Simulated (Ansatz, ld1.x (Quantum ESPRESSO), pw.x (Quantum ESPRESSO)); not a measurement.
**What a changed setting does to a pw.x run (diamond Pt)**

Potential: PAW, ld1.x (Quantum ESPRESSO) 7.5, PBE; core [Xe] 4f14, reference 5d9 6s0.5 6p0; waves: 6s (bound): rcut 2.20, rcutus 2.55 bohr; 6s channel at 0.05 Ry: rcut 2.20, rcutus 2.55 bohr; 6p (bound, empty): rcut 2.85, rcutus 3.25 bohr; 6p channel at 1.2 Ry: rcut 2.85, rcutus 3.25 bohr; 5d (bound): rcut 1.60, rcutus 1.85 bohr; 5d channel at 4 Ry: rcut 1.60, rcutus 1.85 bohr; local part: all-electron potential smoothed inside 2.20 bohr (lloc = -1); core correction: Bessel-smoothed model core inside 1.30 bohr; augmentation: PSQ, inside the norm-conserving radii.

The reference run (k-mesh 8³, cutoffs 60/480 Ry, Fermi–Dirac 0.01 Ry, mixing_beta 0.4, conv_thr 1e-9, no spin) gives 0.23 GPa at 24.183 Å³/atom, where all-electron LAPW gives -0.00 GPa. This run, with its own iteration cap, changes diagonalization to paro.

```
&control
  calculation='scf', prefix='x', pseudo_dir='./', outdir='./tmp', tstress=.true., disk_io='none'
/
&system
  ibrav=0, nat=2, ntyp=1, ecutwfc=60, ecutrho=480, nbnd=18,
  occupations='smearing', smearing='fd', degauss=0.01
/
&electrons
  conv_thr=1e-09, mixing_beta=0.4, electron_maxstep=50, diagonalization='paro'
/
ATOMIC_SPECIES
Pt 1.0 Pt.UPF
CELL_PARAMETERS angstrom
  0.00000000 2.89181202 2.89181202
  2.89181202 0.00000000 2.89181202
  2.89181202 2.89181202 0.00000000
ATOMIC_POSITIONS crystal
Pt 0.0000 0.0000 0.0000
Pt 0.2500 0.2500 0.2500
K_POINTS automatic
8 8 8 0 0 0
```

```bash
pw.x < Pt.scf.in > Pt.scf.out
```

Q: How does the run end?

A: It converges in 8 iterations; the free energy moves by +0.0 meV/atom and the pressure by +0.00 GPa. The result is that of the reference run.

```
Message from routine setup:
     using ibrav=0 with symmetry is DISCOURAGED, use correct ibrav instead
     lattice parameter (alat)  =       7.7283  a.u.
     unit-cell volume          =     326.3899 (a.u.)^3
     number of electrons       =        20.00
     number of Kohn-Sham states=           18
     kinetic-energy cutoff     =      60.0000  Ry
     charge density cutoff     =     480.0000  Ry
     scf convergence threshold =      1.0E-09
     Exchange-correlation= SLA  PW   PBX  PBC
     number of k points=    29  Fermi-Dirac smearing, width (Ry)=  0.0100
     iteration #  1     ecut=    60.00 Ry     beta= 0.40
     total energy              =   -1494.11778709 Ry
     estimated scf accuracy    <       1.46783843 Ry
     iteration #  2     ecut=    60.00 Ry     beta= 0.40
     total energy              =   -1494.44024411 Ry
     estimated scf accuracy    <       0.02809621 Ry
     iteration #  3     ecut=    60.00 Ry     beta= 0.40
     total energy              =   -1494.44523804 Ry
     estimated scf accuracy    <       0.00259768 Ry
     [... 2 iterations left out ...]
     iteration #  6     ecut=    60.00 Ry     beta= 0.40
     total energy              =   -1494.44553643 Ry
     estimated scf accuracy    <       0.00000023 Ry
     iteration #  7     ecut=    60.00 Ry     beta= 0.40
     total energy              =   -1494.44553642 Ry
     estimated scf accuracy    <       0.00000002 Ry
     iteration #  8     ecut=    60.00 Ry     beta= 0.40
     the Fermi energy is     8.9825 ev
!    total energy              =   -1494.44553642 Ry
     estimated scf accuracy    <          3.1E-11 Ry
     smearing contrib. (-TS)   =      -0.01930488 Ry
     convergence has been achieved in   8 iterations
          total   stress  (Ry/bohr**3)                   (kbar)     P=        2.29
     Message from routine punch:
     Nothing written, as per user request (disk_io='none')
```

The run took about 49 s on one core of a shared server CPU.
